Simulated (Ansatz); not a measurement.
## Two-dimensional strain map in PbF2

Computed with DFT PBE+D3(BJ), scalar-relativistic, plane waves, PAW (Ansatz). Settings: plane waves to 420 eV, k-mesh 8×8×8 (Γ-centred), Gaussian smearing 0.05 eV. Spin–orbit coupling is left out, which matters for the heavy elements here. No spin polarisation. Energies are free energies at this smearing, counted from the undisturbed cell; pressure is positive in compression.

The undisturbed cell (as given, not relaxed at this level; it stands at 0.8 GPa, and it needn't be the usual structure):

```
Pb F
1.0
     0.00000    2.96985    2.96985
     2.96985    0.00000    2.96985
     2.96985    2.96985    0.00000
Pb F
1 2
Direct
  0.00000 0.00000 0.00000
  0.25000 0.25000 0.25000
  0.75000 0.75000 0.75000
```

The cell is strained by p along both x and y and by q along z, fractional coordinates fixed. Points are written (p, q).

Energy above the undisturbed cell in meV/atom (a dash: not computed):

```csv
p \ q,-0.030,-0.015,0.000,0.015,0.030
-0.030,44.5,32.0,22.8,16.6,13.4
-0.015,21.5,12.7,6.9,4.1,3.9
0.000,8.3,2.7,0.0,0.0,2.5
0.015,4.0,1.3,1.2,3.6,8.4
0.030,7.8,7.5,9.7,14.0,20.2
```

Pressure in GPa:

| p \ q | -0.030 | -0.015 | 0.000 | 0.015 | 0.030 |
| --- | --- | --- | --- | --- | --- |
| -0.030 | 9.2 | 7.6 | 6.0 | 4.5 | 3.2 |
| -0.015 | 6.0 | 4.6 | 3.2 | 2.0 | 0.8 |
| 0.000 | 3.2 | 2.0 | 0.8 | -0.2 | -1.2 |
| 0.015 | 0.8 | -0.2 | -1.2 | -2.1 | -3.0 |
| 0.030 | -1.2 | -2.1 | -3.0 | -3.6 | -3.9 |

Gap on the k-mesh in eV:

```
 p \ q  -0.030  -0.015  0.000  0.015  0.030
-0.030    4.38    4.36   4.33   4.28   4.23
-0.015    4.34    4.41   4.38   4.35   4.30
 0.000    4.29    4.36   4.42   4.39   4.36
 0.015    4.25    4.31   4.37   4.42   4.39
 0.030    4.21    4.26   4.31   4.36   4.38
```